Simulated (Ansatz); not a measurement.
## TiAl: moving Ti off its site

TiAl, P4/mmm, a = 2.837 Å, c = 4.059 Å (as given, not relaxed at this level: -3.9 GPa). The structure is a COD entry; whether it is the stable form wasn't checked. Ansatz: PBEsol, PAW, 420 eV, Γ-centred 16×16×12 mesh on 2 atoms, Gaussian smearing 0.15 eV; no spin polarisation.

```
Ti Al
1.0
     2.83730    0.00000    0.00000
     0.00000    2.83730    0.00000
     0.00000    0.00000    4.05910
Ti Al
1 1
Direct
  0.00000 0.00000 0.00000
  0.50000 0.50000 0.50000
```

Atom 1 (Ti) moves by x along the unit vector (-1.000, 0.000, 0.000), with its periodic images; all else is held. y is the free energy of the cell over the start, F the force along the path summed over the moved atoms. Symmetry makes y even in x.

| x (Å) | y (meV) | F (eV/Å) |
| --- | --- | --- |
| -0.3000 | ? | ? |
| -0.1500 | 47.8 | 0.63 |
| 0.0000 | 0.0 | 0.00 |
| 0.0375 | 3.0 | -0.16 |
| 0.0750 | 12.0 | -0.32 |
| 0.1125 | 26.9 | -0.48 |
| 0.1875 | 74.4 | -0.79 |
| 0.2250 | 106.7 | -0.94 |
| 0.2625 | 144.5 | -1.08 |

Fit y = c2 x² + c4 x⁴ to the energies of the other rows, give the force constant, and predict energy and force of the missing row.

Least squares on the rows shown. y = 2136.2 x² − 566.72 x⁴. The force constant is 2 c2 = 4.27 eV/Å², for the cell as given, at -3.9 GPa (for all images moving together, not for a lone atom). The force −dy/dx at the missing row is 1.22 eV/Å (computed 1.22). At x = -0.3000 the fit asked for gives 187.7 meV. The run gave 187.6 meV, so the fit is 0.1 meV too high, a small miss on the scale of the series.

The Ti sublattice sits in a single, nearly harmonic well along this path, with no sign of off-centring. Because all Ti images move together, the Ti–Ti distances stay fixed and the motion slides whole Ti layers against Al layers. The restoring force therefore comes from the Ti–Al contacts: half of the nearest ones shorten and half lengthen, so short-range repulsion and the loss of favourable Ti d–Al p overlap probably both contribute.

The negative quartic term means that the force grows slightly less than linearly. This is expected for sliding layers, since the energy must repeat after a full in-plane lattice translation and so cannot keep rising as a parabola. Only relative displacement matters, so the force constant of 4.27 eV/Å² also governs the in-plane zone-centre optical mode once the reduced mass is used. Tetragonal symmetry makes this harmonic term the same for every in-plane direction, but it doesn't fix the stiffness along c.
